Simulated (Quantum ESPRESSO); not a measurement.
# CdSe in Quantum ESPRESSO: the effect of functional

Crystal: CdSe.

```xyz
2
Lattice="0.0000 3.0703 3.0703 3.0703 0.0000 3.0703 3.0703 3.0703 0.0000" Properties=species:S:1:pos:R:3 pbc="T T T"
Cd    0.0000    0.0000    0.0000
Se    1.5351    1.5351    1.5351
```

Measurements of this composition are mostly on another form, of space group No. 186.

Alike in all runs:

* Program: Quantum ESPRESSO 7.5
* Task: phonons
* Cutoff: 612 eV
* Density cutoff: 4898 eV
* k mesh: 6 × 6 × 6, shifted
* Occupations: fermi-dirac, width 0.05 eV
* Spin: no spin polarisation

Each run relaxes the cell or the atoms first.

Question: One run gave: relaxed volume 30.77 Å³/atom; dielectric constant 7.71 mean; highest phonon frequency 147 cm⁻¹. Which functional did it use?
A. AM05
B. PBE
C. revPBE
D. LDA
E. vdW-DF-cx

Answer: C.

| functional | potentials or basis | relaxed volume (Å³/atom) | dielectric constant (mean) | highest phonon frequency (cm⁻¹) |
| --- | --- | --- | --- | --- |
| LDA | GBRV 1.5 LDA | 27.19 | 8.42 | 176 |
| PBE | GBRV 1.5 PBE | 29.86 | 7.95 | 155 |
| AM05 | GBRV 1.5 PBE | 28.57 | 7.91 | 162 |
| RPBE | GBRV 1.5 PBE | 31.12 | 7.63 | 144 |
| revPBE | GBRV 1.5 PBE | 30.77 | 7.71 | 147 |
| vdW-DF-cx | GBRV 1.5 PBE | 28.53 | 8.12 | 165 |

Caveats: the potentials were made for another functional, which shifts forces and pressure (some runs).
